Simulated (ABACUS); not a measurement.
## SnO: equation of state with LDA

Crystal: SnO.

```
CELL_PARAMETERS angstrom
3.81370 0.00000 0.00000
0.00000 3.81370 0.00000
0.00000 0.00000 4.88691
ATOMIC_POSITIONS crystal
Sn 0.50000 0.00000 0.76463
Sn 0.00000 0.50000 0.23537
O 0.00000 0.00000 0.00000
O 0.50000 0.50000 0.00000
```

The cell is a database's computed one.

| Quantity | Value |
| --- | --- |
| Program | ABACUS 3.10.1 |
| Task | equation of state |
| Functional | LDA |
| Potentials or basis | PseudoDojo NC SR 0.4.1 LDA standard |
| Cutoff | 1143 eV |
| Density cutoff | 4572 eV |
| Basis | plane waves |
| k mesh | 6 × 6 × 5 |
| Occupations | fermi-dirac, width 0.05 eV |
| Spin | no spin polarisation |
| Radial cutoff of the potentials (pseudo_rcut) | 7 bohr |
| SCF threshold on the density | 1e-08 |
| Max SCF steps | 100 |
| Eigensolver | dav |
| Mixing | broyden |
| Mixing share | 0.7 |
| Symmetry key | 1 |
| Bands | 24 |

```json
{"Equilibrium volume": "17.22 Å³/atom", "Bulk modulus at fixed shape and positions": "101 GPa", "Pressure derivative of the bulk modulus": "4.2 (rough: it moves with the points fitted)"}
```

Energy against volume, from the lowest point:
```csv
volume (Å³/atom),energy (meV/atom)
16.703,4.63
17.414,0.00
18.125,12.96
18.835,40.10
```

All runs of the series together: 2.1 min on 4 threads of Intel(R) Xeon(R) Platinum 8259CL CPU @ 2.50GHz (Skylake/Cascade Lake), on a shared host.

Caveat: the cell was scaled at fixed shape and fractional positions, which overstates the stiffness of a crystal with free parameters, most of all of layers and chains.
